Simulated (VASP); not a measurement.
AlP, 2 atoms in the cell. Symmetry: F-43m, No. 216, cubic system. The conventional cell has a = 5.507 Å, b = 5.507 Å, c = 5.507 Å, α = 90.00°, β = 90.00°, γ = 90.00°. Al (site symmetry -43m) is surrounded by 4 P at 2.38 Å. Around P (site symmetry -43m) lie 4 Al at 2.38 Å. 

* Program: VASP 6.6.1
* Task: relaxation of cell and atoms
* Functional: PBE
* Dispersion: D3(BJ)
* Potentials or basis: VASP PAW PBE potentials, release 64 (Al, P)
* Cutoff: 600 eV
* k mesh: 8 × 8 × 8
* Occupations: gaussian, width 0.02 eV
* Spin: no spin polarisation
* Dipole correction: no
* Further INCAR settings: ALGO = Normal; EDIFF = 1e-06; IBRION = 2; EDIFFG = -0.005; NSW = 70; ISIF = 3

Potentials or basis: VASP PAW PBE potentials, release 64 (Al, P).

Run with:

```sh
$ cat potpaw_PBE.64/Al/POTCAR potpaw_PBE.64/P/POTCAR > POTCAR
$ mpirun -np 1 vasp_std > vasp.out
```

Hardware: 1 thread of Intel(R) Xeon(R) 6975P-C (Granite Rapids), on a shared host.

Estimate the wall time of this run.

Run time: 9.1 s on 1 thread of Intel(R) Xeon(R) 6975P-C (Granite Rapids), on a shared host, peak memory 0.18 GiB. Counts: scf iterations 27, k points 29, ion steps 3.
